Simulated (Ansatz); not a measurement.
A generator proposed this cell of Ge.

```
Ge
1.0
    -3.60298    3.60298    2.15459
     3.60298   -3.60298    2.15459
     3.60298    3.60298   -2.15459
Ge
6
Cartesian
  0.0000 0.0000 2.1546
  3.6030 0.0000 1.0773
  1.8015 3.2439 1.6159
  -1.8015 3.9620 1.6159
  0.3590 1.8015 0.5386
  -0.3590 5.4045 0.5386
```

The calculation used Ansatz, DFT PBE, scalar-relativistic, plane waves, PAW. Cutoff 420 eV; k points 6×6×6 on the computed 6-atom cell (Γ-centred); Gaussian smearing, width 0.10 eV; no spin polarisation.

Energies count from the standard state of Ge at the same level.

Question: Estimate its pressure, forces and energy as it stands.

Answer: The pressure is 18.1 GPa (the mean over three directions, positive in compression), the largest force is 2.04 eV/Å, and the energy is +0.52 eV/atom against the standard state. The shortest distance is 2.31 Å.

Question: Is it a good guess?

Answer: A rough one: relaxing gains about 0.22 eV/atom (the start's value is from the coarse mesh, so the gain is rough) in 9 ionic steps and ends at +0.30 eV/atom on the finer mesh. The symmetry stays I4_122 (No. 98). The volume per atom grows by 17.2 %, from 18.6 to 21.9 Å³. The shortest distance goes from 2.31 Å (Ge–Ge) to 2.57 Å (Ge–Ge). Conventional cell: a = 7.557 Å, c = 4.592 Å. Around Ge on a site of symmetry 222 lie 4 Ge at 2.57 Å; Ge on a site of symmetry 2 has 4 Ge at 2.57–2.62 Å.

The last run used a 10×10×10 mesh for its 6-atom cell and Gaussian smearing of 0.10 eV. The relaxation can't lower the symmetry of the start, and the grade says only how near the guess is to its own end. Symmetry constrained the relaxation, so the result can be a saddle point. Another cell of Ge relaxed alike, in Cmmm, lies 251 meV/atom lower, so this cell isn't the stable form at this level.
